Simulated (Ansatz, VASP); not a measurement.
## One calculation of Au, two programs

```
Au
1.0
     0.00000    2.07909    2.07909
     2.07909    0.00000    2.07909
     2.07909    2.07909    0.00000
Au
1
Direct
  0.00000 0.00000 0.00000
```

Alike in both runs: functional PBE; k mesh 20 × 20 × 20; occupations methfessel-paxton of order 1, width 0.1 eV; no spin polarisation.

Ansatz relaxed the structure, and its values are those at the end. VASP's run is a single point on that final structure, the one shown.

|  | VASP | Ansatz |
| --- | --- | --- |
| version | VASP 6.6.1 | Ansatz 0.2.0 |
| potentials or method | VASP PAW PBE potentials, release 64 (Au) | scalar-relativistic, plane waves, PAW |
| plane-wave cutoff (eV) | 520 | 420 |
| valence electrons in the cell | 11 | 19 |

```csv
,VASP,Ansatz,Ansatz less VASP
gap on the k mesh at the Fermi level (eV),none,none,-
pressure (GPa),-0.2,0.0,+0.16
```

A gap of «none» marks a metal or a gap that the smearing closes. The functional is the same, so the differences come from potentials, cutoffs and numerics. The two sets of potentials don't hold the same shells in valence.

Spin-orbit coupling is left out, which matters for the levels of Au.
